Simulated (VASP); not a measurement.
## KTaO₃ (cubic perovskite): a r²SCAN single-point calculation in VASP

INCAR

```
SIGMA = 0.01
ISIF = 2
LWAVE = .FALSE.
NBANDS = 27
IBRION = -1
NSW = 0
LASPH = .TRUE.
NELM = 120
EDIFF = 1E-7
LCHARG = .FALSE.
ENCUT = 520
LREAL = .FALSE.
METAGGA = R2SCAN
ISMEAR = 0
ALGO = Normal
PREC = Accurate
```

KPOINTS

```
KPOINTS created by Atomic Simulation Environment
0
Gamma
6 6 6
0 0 0
```

KPOINTS_OPT

```
special points
4
Reciprocal
0.0000000000 0.0000000000 0.0000000000 1
0.0000000000 0.5000000000 0.0000000000 1
0.5000000000 0.5000000000 0.0000000000 1
0.5000000000 0.5000000000 0.5000000000 1
```

POSCAR

```
K  Ta O
 1.0000000000000000
     3.9901311115727016    0.0000000000000000    0.0000000000000000
     0.0000000000000000    3.9901311115727016    0.0000000000000000
     0.0000000000000000    0.0000000000000000    3.9901311115727016
 K   Ta  O
   1   1   3
Cartesian
 -0.0000000000000000 -0.0000000000000000 -0.0000000000000000
  1.9950655557863506  1.9950655557863506  1.9950655557863506
  1.9950655557863506  1.9950655557863506  0.0000000000000000
  1.9950655557863506 -0.0000000000000000  1.9950655557863506
  0.0000000000000000  1.9950655557863506  1.9950655557863506
```

VASP ran with the recommended PBE PAW datasets (38 valence electrons in the cell).

Command

```
mpirun -np 1 vasp_std
```

OSZICAR

```
N       E                     dE             d eps       ncg     rms          rms(c)
DAV:   1     0.281594980322E+03    0.28159E+03   -0.21637E+04  1080   0.147E+03
DAV:   2    -0.871542016459E+02   -0.36875E+03   -0.35625E+03  1271   0.419E+02
DAV:   3    -0.106580812023E+03   -0.19427E+02   -0.19322E+02  1439   0.920E+01
DAV:   4    -0.107109587169E+03   -0.52878E+00   -0.52759E+00  1800   0.127E+01
DAV:   5    -0.107113216556E+03   -0.36294E-02   -0.36289E-02  1363   0.105E+00    0.347E+01
DAV:   6    -0.868570030096E+02    0.20256E+02   -0.23064E+01  1360   0.382E+01    0.120E+01
DAV:   7    -0.871386870048E+02   -0.28168E+00   -0.12142E+00  1427   0.760E+00    0.771E+00
DAV:   8    -0.872091026137E+02   -0.70416E-01   -0.53722E-01  1313   0.553E+00    0.296E+00
DAV:   9    -0.871622826216E+02    0.46820E-01   -0.15642E-01  1359   0.248E+00    0.477E-01
DAV:  10    -0.871628756287E+02   -0.59301E-03   -0.47858E-03  1474   0.535E-01    0.203E-01
DAV:  11    -0.871625346333E+02    0.34100E-03   -0.33376E-03  1450   0.332E-01    0.590E-02
DAV:  12    -0.871625032946E+02    0.31339E-04   -0.17355E-04  1510   0.894E-02    0.346E-02
DAV:  13    -0.871625004614E+02    0.28332E-05   -0.17750E-05  1469   0.291E-02    0.648E-03
DAV:  14    -0.871625003477E+02    0.11366E-06   -0.53825E-07  1503   0.532E-03    0.126E-03
DAV:  15    -0.871625002845E+02    0.63262E-07   -0.10596E-07  1101   0.240E-03
   1 F= -.87162500E+02 E0= -.87162500E+02  d E =-.505975E-40
       N       E                     dE             ncg
DAV:   1     0.126190357784E+04   -0.38656E+04      216
DAV:   2    -0.117307550818E+03   -0.13792E+04      249
DAV:   3    -0.187841815584E+03   -0.70534E+02      293
DAV:   4    -0.189681944373E+03   -0.18401E+01      336
DAV:   5    -0.189701344240E+03   -0.19400E-01      290
DAV:   6    -0.189701671403E+03   -0.32716E-03      320
DAV:   7    -0.189701673971E+03   -0.25676E-05      285
DAV:   8    -0.189701674016E+03   -0.45685E-07      245
```

From OUTCAR

```
k-points           NKPTS =     20   k-points in BZ     NKDIM =     20   number of bands    NBANDS=     27

   NELECT =      38.0000    total number of electrons

   dimension x,y,z NGX =    30 NGY =   30 NGZ =   30
   dimension x,y,z NGXF=    60 NGYF=   60 NGZF=   60

  energy-cutoff  :      520.00
  volume of cell :       63.53
      direct lattice vectors                 reciprocal lattice vectors
     3.990131112  0.000000000  0.000000000     0.250618331  0.000000000  0.000000000
     0.000000000  3.990131112  0.000000000     0.000000000  0.250618331  0.000000000
     0.000000000  0.000000000  3.990131112     0.000000000  0.000000000  0.250618331

 k-points in reciprocal lattice and weights: KPOINTS created by Atomic Simulation Env
   0.00000000  0.00000000  0.00000000       0.005
   0.16666667  0.00000000  0.00000000       0.028
   0.33333333  0.00000000  0.00000000       0.028
   0.50000000  0.00000000  0.00000000       0.014
   0.16666667  0.16666667  0.00000000       0.056
   0.33333333  0.16666667  0.00000000       0.111
   0.50000000  0.16666667  0.00000000       0.056
   0.33333333  0.33333333  0.00000000       0.056
   ...

 E-fermi :   1.5017

 k-point     1 :       0.0000    0.0000    0.0000
  band No.  band energies     occupation
      1     -33.8759      2.00000
      2     -33.8759      2.00000
      3     -33.8759      2.00000
      4     -27.0405      2.00000
      5     -17.1366      2.00000
      6     -16.4685      2.00000
      7     -16.4685      2.00000
      8      -9.8260      2.00000
      9      -9.8260      2.00000
     10      -9.8260      2.00000
     11      -1.1022      2.00000
     12      -1.1022      2.00000
     13      -1.1022      2.00000
     14       0.3174      2.00000
     15       0.3174      2.00000
     16       0.3174      2.00000
     17       0.7570      2.00000
     18       0.7570      2.00000
     19       0.7570      2.00000
     20       4.0049      0.00000
     21       4.0049      0.00000
     22       4.0049      0.00000
     23       8.4646      0.00000
     24       8.4646      0.00000
     25       8.8106      0.00000
     26      10.0431      0.00000
     27      10.0431      0.00000

 k-point     2 :       0.1667    0.0000    0.0000
  band No.  band energies     occupation
      1     -33.9013      2.00000
      2     -33.8750      2.00000
      3     -33.8750      2.00000
      4     -27.0337      2.00000
      5     -17.0671      2.00000
      6     -16.4629      2.00000
      7     -16.3080      2.00000
      8      -9.8162      2.00000
      9      -9.8162      2.00000
     10      -9.7929      2.00000
     11      -1.7993      2.00000
     12      -1.1255      2.00000
     13      -1.1255      2.00000
     14      -0.0595      2.00000
     15      -0.0595      2.00000
     16       0.0913      2.00000
     17       0.1985      2.00000
     18       0.6431      2.00000
     19       0.6431      2.00000
     20       4.0418      0.00000
     21       4.7807      0.00000
     22       4.7807      0.00000
     23       8.4736      0.00000
     24       9.1207      0.00000
     25       9.7175      0.00000
     26      10.3971      0.00000
     27      10.4592      0.00000

 k-point     3 :       0.3333    0.0000    0.0000
  band No.  band energies     occupation
      1     -33.9513      2.00000
      2     -33.8733      2.00000
      3     -33.8733      2.00000
      4     -27.0202      2.00000
      5     -17.0282      2.00000
      6     -16.4522      2.00000
      7     -15.8331      2.00000
      8      -9.7966      2.00000
      9      -9.7966      2.00000
     10      -9.7259      2.00000
     11      -3.3997      2.00000
     12      -1.1601      2.00000
     13      -1.1601      2.00000
     14      -0.6896      2.00000
     15      -0.6896      2.00000
     16      -0.5346      2.00000
     17      -0.0250      2.00000
     18       0.5561      2.00000
     19       0.5561      2.00000
     20       4.1180      0.00000
     21       6.1517      0.00000
     22       6.1518      0.00000
     23       8.4880      0.00000
     24       9.9901      0.00000
     25      10.9345      0.00000
     26      11.1488      0.00000
     27      12.0098      0.00000

 k-point     4 :       0.5000    0.0000    0.0000
  band No.  band energies     occupation
      1     -33.9760      2.00000
      2     -33.8724      2.00000
      3     -33.8724      2.00000
      4     -27.0134      2.00000
      5     -17.0329      2.00000
      6     -16.4463      2.00000
      7     -15.5364      2.00000
      8      -9.7868      2.00000
      9      -9.7868      2.00000
     10      -9.6919      2.00000
     11      -4.1935      2.00000
     12      -1.1397      2.00000
     13      -1.1397      2.00000
     14      -0.9849      2.00000
     15      -0.9849      2.00000
     16      -0.7387      2.00000
     17      -0.1306      2.00000
     18       0.5249      2.00000
     19       0.5249      2.00000
     20       4.1572      0.00000
     21       6.8357      0.00000
     22       6.8357      0.00000
     23       8.4943      0.00000
     24      10.5014      0.00000
     25      11.2564      0.00000
     26      11.5548      0.00000
     27      12.6406      0.00000

 k-point     5 :       0.1667    0.1667    0.0000
  band No.  band energies     occupation
      1     -33.9006      2.00000
      2     -33.9000      2.00000
      3     -33.8742      2.00000
      4     -27.0278      2.00000
      5     -16.9696      2.00000
      6     -16.3592      2.00000
      7     -16.2675      2.00000
      8      -9.8311      2.00000
      9      -9.8050      2.00000
     10      -9.7580      2.00000
     11      -1.8682      2.00000
     12      -1.7659      2.00000
     13      -1.1548      2.00000
     14      -0.8270      2.00000
     15      -0.2815      2.00000
     16       0.0546      2.00000
     17       0.2133      2.00000
     18       0.3897      2.00000
     19       0.5042      2.00000
     20       4.7464      0.00000
     21       4.8709      0.00000
     22       5.2991      0.00000
     23       8.8864      0.00000
     24       9.9094      0.00000
     25      10.0980      0.00000
     26      10.7297      0.00000
     27      10.8185      0.00000

 k-point     6 :       0.3333    0.1667    0.0000
  band No.  band energies     occupation
      1     -33.9502      2.00000
      2     -33.8984      2.00000
      3     -33.8724      2.00000
      4     -27.0159      2.00000
      5     -16.8974      2.00000
      6     -16.3206      2.00000
      7     -15.8426      2.00000
      8      -9.8176      2.00000
      9      -9.7824      2.00000
     10      -9.7306      2.00000
     11      -3.4016      2.00000
     12      -1.9183      2.00000
     13      -1.5529      2.00000
     14      -1.2072      2.00000
     15      -0.7982      2.00000
     16      -0.2508      2.00000
     17       0.1383      2.00000
     18       0.2140      2.00000
     19       0.5168      2.00000
     20       4.8658      0.00000
     21       6.1710      0.00000
     22       6.4361      0.00000
     23       9.0532      0.00000
     24      10.6858      0.00000
     25      11.3230      0.00000
     26      11.4408      0.00000
     27      12.2049      0.00000

 k-point     7 :       0.5000    0.1667    0.0000
  band No.  band energies     occupation
      1     -33.9749      2.00000
      2     -33.8975      2.00000
      3     -33.8716      2.00000
      4     -27.0100      2.00000
      5     -16.8920      2.00000
      6     -16.3160      2.00000
      7     -15.5501      2.00000
      8      -9.7988      2.00000
      9      -9.7710      2.00000
     10      -9.7283      2.00000
     11      -4.1972      2.00000
     12      -2.0561      2.00000
     13      -1.7046      2.00000
     14      -1.2091      2.00000
     15      -1.0582      2.00000
     16      -0.3490      2.00000
     17       0.1081      2.00000
     18       0.1714      2.00000
     19       0.4681      2.00000
     20       4.8993      0.00000
     21       6.8451      0.00000
     22       7.0684      0.00000
     23       9.0886      0.00000
     24      11.2171      0.00000
     25      11.6100      0.00000
     26      11.8430      0.00000
     27      12.5385      0.00000

 ...

  Total        0.3656289      0.3656289      0.3656289      0.0000000     -0.0000000      0.0000000
  in kB        9.2212456      9.2212456      9.2212456      0.0000000     -0.0000000      0.0000000
  external PRESSURE =       9.2212456 kB  Pullay stress =       0.0000000 kB

 POSITION                                       TOTAL-FORCE (eV/Angst)
 -----------------------------------------------------------------------------------
      0.00000      0.00000      0.00000         0.000000      0.000000      0.000000
      1.99507      1.99507      1.99507         0.000000      0.000000      0.000000
      1.99507      1.99507      0.00000         0.000000      0.000000      0.000000
      1.99507      0.00000      1.99507         0.000000      0.000000      0.000000
      0.00000      1.99507      1.99507         0.000000      0.000000      0.000000
 -----------------------------------------------------------------------------------
    total drift:                                0.000000      0.000000     -0.000000

  FREE ENERGIE OF THE ION-ELECTRON SYSTEM (eV)
  ---------------------------------------------------
  free  energy   TOTEN  =       -87.1625002845 eV

  energy  without entropy=      -87.1625002845  energy(sigma->0) =      -87.16250028
```

```
gap between bands v and c : 2.59 eV
least direct gap          : 3.25 eV
pressure                  : 0.9 GPa
```

Band v is the last that the valence electrons fill when counted band by band, and c is the next.

The run took about 62 s on one core of a shared host (Intel Xeon 6975P-C) and held 0.2 GiB at most.
